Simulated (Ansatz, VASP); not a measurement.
# Two plane-wave programs on CaSe

```xyz
2
Lattice="0.0000 3.5453 3.5453 3.5453 0.0000 3.5453 3.5453 3.5453 0.0000" Properties=species:S:1:pos:R:3 pbc="T T T"
Ca    0.0000    0.0000    0.0000
Se    5.3180    5.3180    5.3180
```

Alike in both runs: task single point; functional PBE; k mesh 4 × 4 × 4; occupations gaussian, width 0.1 eV; no spin polarisation.

|  | VASP | Ansatz |
| --- | --- | --- |
| version | VASP 6.6.1 | Ansatz 0.2.0 |
| potentials or method | VASP PAW PBE potentials, release 64 (Ca_sv, Se) | scalar-relativistic, plane waves, PAW |
| plane-wave cutoff (eV) | 520 | 420 |
| valence electrons in the cell | 16 | 26 |

|  | VASP | Ansatz | Ansatz less VASP |
| --- | --- | --- | --- |
| gap on the k mesh at the Fermi level (eV) | 2.53 | 2.53 | +0.001 |
| least direct gap on the mesh (eV) | 2.56 | 2.56 | +0.001 |
| pressure (GPa) | -4.6 | -4.6 | -0.05 |

With one functional, cell and mesh, what is left measures potentials, basis and numerics. The two sets of potentials don't hold the same shells in valence.

A k mesh can miss the band edges. As with any semilocal functional, this PBE gap is likely too small.
